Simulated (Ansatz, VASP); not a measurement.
## TiB2 in VASP and in Ansatz

INCAR

```
SYSTEM = TiB2
PREC = Accurate ; ENCUT = 600
EDIFF = 1E-6 ; ISMEAR = 0
SIGMA = 0.2 ; LREAL = .False.
LASPH = .True. ; NELM = 100
ALGO = Normal ; ISIF = 3
LWAVE = .False. ; LCHARG = .False.
GGA = PE ; IBRION = 2
NSW = 36 ; EDIFFG = -0.08
```

File KPOINTS:

```
regular mesh
0
Gamma
  7 7 6
  0 0 0
```

POSCAR

```
TiB2
1.0
    3.0459250800      0.0000000000      0.0000000000
   -1.5229625400      2.6378485000      0.0000000000
    0.0000000000      0.0000000000      3.2026282100
Ti B
1 2
Direct
    0.0000000000      0.0000000000      0.0000000000
    0.3333333300      0.6666666700      0.5000000000
    0.6666666700      0.3333333300      0.5000000000
```

Input for Ansatz:

```yaml
crystal:
  lattice:
    - [3.04592508, 0.0, 0.0]
    - [-1.52296254, 2.6378485, 0.0]
    - [0.0, 0.0, 3.20262821]
  atoms:
    - { symbol: Ti, position: [0.0, 0.0, 0.0] }
    - { symbol: B, position: [0.33333333, 0.66666667, 0.5] }
    - { symbol: B, position: [0.66666667, 0.33333333, 0.5] }
basis:
  ecutwfc: 420
kpoints:
  mp_grid: { grid: [7, 7, 6] }
hamiltonian:
  xc: pbe
scf:
  occupations: { method: gaussian, width: 0.2 }
  lower_state_search: "off"
output:
  forces: true
  stress: true
  eigenvalues: true
relax:
  adjacent_minimum: "off"
  f_tol: 0.08
  max_steps: 16
  cell: { stress_tol: 0.8 }
```

Change from the starting cell: species swapped into the NbB2 type (P6/mmm, No. 191).

Alike in both runs: task relaxation of cell and atoms; functional PBE; k mesh 7 × 7 × 6; occupations gaussian, width 0.2 eV; no spin polarisation.

```csv
,VASP,Ansatz
version,VASP 6.6.1,Ansatz 0.2.0
potentials or method,"VASP PAW PBE potentials, release 64 (Ti_sv, B)","scalar-relativistic, plane waves, PAW"
plane-wave cutoff (eV),600,420
valence electrons in the cell,18,18
```

```csv
,VASP,Ansatz,Ansatz less VASP
"gap on the k mesh at the Fermi level, each at its own relaxed structure (eV)",none,none,-
relaxed volume (Å³/atom),8.52,8.57,+0.048
relaxed cell length with the largest relative difference (Å),3.217,3.223,+0.0064
```

A gap of «none» marks a metal or a gap that the smearing closes.
